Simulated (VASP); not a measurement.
La2O3:

```
La O
1.0
     3.93078    0.00000    0.00000
    -1.96539    3.40415    0.00000
     0.00000    0.00000    6.11195
La O
2 3
Direct
  0.33333 0.66667 0.24624
  0.66667 0.33333 0.75376
  0.00000 0.00000 0.00000
  0.33333 0.66667 0.64589
  0.66667 0.33333 0.35411
```

The cell is a database's computed one.

| Property | Result |
| --- | --- |
| Program | VASP 6.6.1 |
| Task | single point |
| Functional | PBEsol |
| Potentials or basis | VASP PAW PBE potentials, release 64 (La, O) |
| Cutoff | 520 eV |
| k mesh | 8 × 8 × 5 |
| Occupations | fermi-dirac, width 0.05 eV |
| Spin | no spin polarisation |

On this cell: pressure -3.2 GPa; largest force 0.101 eV/Å; band gap on the k mesh 3.83 eV, indirect (least direct gap 3.98 eV).

The same run follows on a disturbed copy (atoms moved at random, drawn with an rms of 0.05 Å):

```
CELL_PARAMETERS angstrom
3.93078 0.00000 0.00000
-1.96539 3.40415 0.00000
0.00000 0.00000 6.11195
ATOMIC_POSITIONS crystal
La 0.33947 0.65881 0.24598
La 0.67546 0.33874 0.75523
O 0.00556 0.00248 0.99664
O 0.33621 0.66433 0.65016
O 0.67194 0.32665 0.35699
```

Task: What does the disturbed cell give?

Result: The energy moves by +2.6 meV/atom; pressure -3.3 GPa; largest force 0.273 eV/Å; band gap on the k mesh 3.80 eV, indirect (least direct gap 3.96 eV).

Forces in eV/Å, atoms in the order of the input:
```
La  -0.051  0.060  0.261
La  -0.014 -0.177 -0.105
O    0.012 -0.049  0.239
O    0.078  0.096 -0.208
O   -0.025  0.071 -0.186
```

Stress tensor (GPa, compression positive):
```
-2.96 -0.01  0.09
-0.01 -3.78 -0.37
 0.09 -0.37 -3.10
```

Caveats: the PAW data sets were made with another functional, which shifts forces and pressure a little; spin-orbit coupling is left out, which moves the levels of the heavy elements; an odd mesh through Γ misses points on the zone boundary, where band edges often lie.
